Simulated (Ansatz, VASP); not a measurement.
Au in VASP and in Ansatz

File POSCAR:

```
Au
1.0
    2.9869983627      0.0000000000      0.0000000000
   -1.4934991814      2.5868164632      0.0000000000
    0.0000000000      0.0000000000      5.0264000000
Au
2
Direct
    0.3333333333      0.6666666667      0.7500000000
    0.6666666667      0.3333333333      0.2500000000
```

File INCAR.step1:

```
ALGO     = Normal         # electronic algorithm
EDIFF    = 1E-4           # SCF threshold, eV
ENCUT    = 520            # plane-wave cutoff, eV
GGA      = PE             # functional
ISMEAR   = 0              # smearing method
LASPH    = T              # aspherical terms in the spheres
LCHARG   = F              # write CHGCAR
LREAL    = F              # projectors in reciprocal space
LWAVE    = T              # write WAVECAR
NBANDS   = 18             # bands
NELM     = 100            # most SCF steps
PREC     = Accurate       # precision mode
SIGMA    = 0.15           # smearing width, eV
```

The input INCAR.step2:

```
ALGO     = Normal         # electronic algorithm
EDIFF    = 1E-6           # SCF threshold, eV
ENCUT    = 520            # plane-wave cutoff, eV
ISIF     = 2              # what is computed and relaxed
ISMEAR   = 0              # smearing method
ISTART   = 1            
LASPH    = T              # aspherical terms in the spheres
LCHARG   = F              # write CHGCAR
LMIXTAU  = T            
LREAL    = F              # projectors in reciprocal space
LWAVE    = F              # write WAVECAR
METAGGA  = R2SCAN         # meta-GGA
NBANDS   = 18             # bands
NELM     = 100            # most SCF steps
PREC     = Accurate       # precision mode
SIGMA    = 0.15           # smearing width, eV
```

Contents of KPOINTS:

```
k-points
0
Gamma
  18 18 10
```

Input for Ansatz:

```yaml
crystal:
  lattice:
    - [2.9869983627, 0.0, 0.0]
    - [-1.4934991814, 2.5868164632, 0.0]
    - [0.0, 0.0, 5.0264]
  atoms:
    - { symbol: Au, position: [0.3333333333, 0.6666666667, 0.75] }
    - { symbol: Au, position: [0.6666666667, 0.3333333333, 0.25] }
basis:
  ecutwfc: 500
kpoints:
  mp_grid: { grid: [18, 18, 10] }
hamiltonian:
  xc: r2scan
scf:
  occupations: { method: gaussian, width: 0.15 }
output:
  forces: true
  stress: true
  eigenvalues: true
```

Change from the starting cell: strain +0.030 along x and y, +0.030 along z, atoms carried along.

Alike in both runs: task single point; functional r2SCAN; k mesh 18 × 18 × 10; occupations gaussian, width 0.15 eV; no spin polarisation.

```csv
,VASP,Ansatz
version,VASP 6.6.1,Ansatz 0.2.0
potentials or method,"VASP PAW PBE potentials, release 64 (Au)","scalar-relativistic, plane waves, PAW"
plane-wave cutoff (eV),520,500
valence electrons in the cell,22,38
```

|  | VASP | Ansatz | Ansatz less VASP |
| --- | --- | --- | --- |
| gap on the k mesh at the Fermi level (eV) | none | none | - |
| pressure (GPa) | -11.1 | -11.2 | -0.10 |
| largest component of the traceless stress (GPa) | 0.47 | 0.49 | +0.017 |

A gap of «none» marks a metal or a gap that the smearing closes. The two sets of potentials don't hold the same shells in valence.

Caveats: the PAW data sets were made with another functional, which shifts forces and pressure a little (VASP). The runs have no spin-orbit coupling, so splittings on Au are missing.
